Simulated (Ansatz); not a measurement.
# TiO2: the cost of one run

Program: Ansatz 0.2.0. Level of theory: reference: DFT, HSE06, plane waves, PAW. These are calculated values, not measurements.

**1. The structure to begin with**

It takes space group I4_1/amd (No. 141, tetragonal). The conventional cell has a = 3.778 Å, b = 3.778 Å, c = 9.584 Å, α = 90.00°, β = 90.00°, γ = 90.00°. Around Ti (site symmetry -4m2) lie 6 O at 1.93 to 1.99 Å. Around O (site symmetry 2mm) lie 3 Ti at 1.93 to 1.99 Å.

As a file:

```xyz
6
Lattice="2.6712 -2.6713 -0.0200 2.6712 2.6713 -0.0200 -2.6353 0.0000 4.8119" Properties=species:S:1:pos:R:3 pbc="T T T"
Ti    2.0124    2.0034    1.1830
Ti    0.6947   -2.0034    3.5890
O    -0.6439   -0.6678    3.1893
O     3.3510    0.6678    1.5827
O     2.0334   -0.6678    3.9887
O     0.6737    0.6678    0.7833
```

**2. Baseline**

input.yaml

```yaml
crystal:
  lattice:
    - [2.6712058798, -2.6712807098, -0.0199768479]
    - [2.6712058798, 2.6712807098, -0.0199768479]
    - [-2.6352899486, 0.0, 4.8119333815]
  atoms:
    - { symbol: Ti, position: [0.1250075032, 0.8749924968, 0.25] }
    - { symbol: Ti, position: [0.8749924968, 0.1250075032, 0.75] }
    - { symbol: O, position: [0.3322533869, 0.0822599343, 0.6645088159] }
    - { symbol: O, position: [0.6677466131, 0.9177400657, 0.3354911841] }
    - { symbol: O, position: [0.9177400657, 0.6677466131, 0.8354911841] }
    - { symbol: O, position: [0.0822599343, 0.3322533869, 0.1645088159] }
kpoints:
  mp_grid: { grid: [4, 4, 4] }
hamiltonian:
  xc: hse06
scf:
  occupations: { method: fixed }
  n_extra_bands: 5
output:
  forces: true
  stress: true
  eigenvalues: true
  write_density: true
  write_potential: true
  elf: true
  volumetric_format: npy
```

Run with:

```bash
> ansatz run input.yaml --threads 4 --pin off --max-ram 4608MiB --backend cpu --events-out ev --progress --plain --runs-dir out
```

Q: Estimate wall time and peak memory on 4 threads of Arm Neoverse N1, shared host.

About 36 s, with a peak of 1.3 GiB.
